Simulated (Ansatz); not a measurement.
C: all-electron results

```
C
1.0
     1.23000    0.71014   11.15000
    -1.23000    0.71014   11.15000
     0.00000   -1.42028   11.15000
C
4
Direct
  0.05000 0.05000 0.05000
  0.95000 0.95000 0.95000
  0.28300 0.28300 0.28300
  0.71700 0.71700 0.71700
```

Atom numbers follow the list: C1, C2, C3, C4.

The cell is COD entry 1000065, as deposited and not checked against the literature; nothing was relaxed.

Computed with DFT, PBE, all-electron LAPW, scalar-relativistic (Ansatz 0.2.0).

Sampling and basis: a Γ-centred 15×15×15 k mesh, Fermi–Dirac smearing of 0.08 eV, basis error target 1 meV/atom, no spin polarisation.

```json
{
  "Pressure at this cell": "1.55 GPa",
  "Band gap": "none at this level of theory (metallic, semimetallic, or a small gap that the functional closes)",
  "Stress xx, yy, zz (compression positive)": "1.83, 1.83, 1.00 GPa",
  "Largest force": "0.231 eV/Å on C1",
  "Density of states at the Fermi level (0.2 eV bin)": "0.01 states/eV per cell",
  "Volume per atom": "14.61 Å³"
}
```
